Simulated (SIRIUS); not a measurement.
## Ag: single point with PBEsol

The system is Ag.

```
Ag
1.0
     2.93000    0.00000    0.00000
    -1.46500    2.53745    0.00000
     0.00000    0.00000    4.79000
Ag
2
Direct
  0.66667 0.33333 0.75000
  0.33333 0.66667 0.25000
```

This isn't the form of Ag at room conditions, which is fcc.

* Program: SIRIUS 7.10.0
* Task: single point
* Functional: PBEsol
* Potentials or basis: PseudoDojo 0.4.1 PBEsol standard (scalar relativistic)
* Cutoff: 1127 eV
* Density cutoff: 4507 eV
* k mesh: 10 × 10 × 6
* Occupations: fermi-dirac, width 0.05 eV
* Spin: no spin polarisation

* Pressure: -6.3 GPa
* Band gap on the k mesh: none (metal or under the smearing width)

Stress tensor (GPa, compression positive):
```
-6.06  0.00  0.00
 0.00 -6.06  0.00
 0.00  0.00 -6.67
```

It took 100 s on 1 thread of Arm Neoverse V1, on a shared host, peak memory 0.48 GiB.
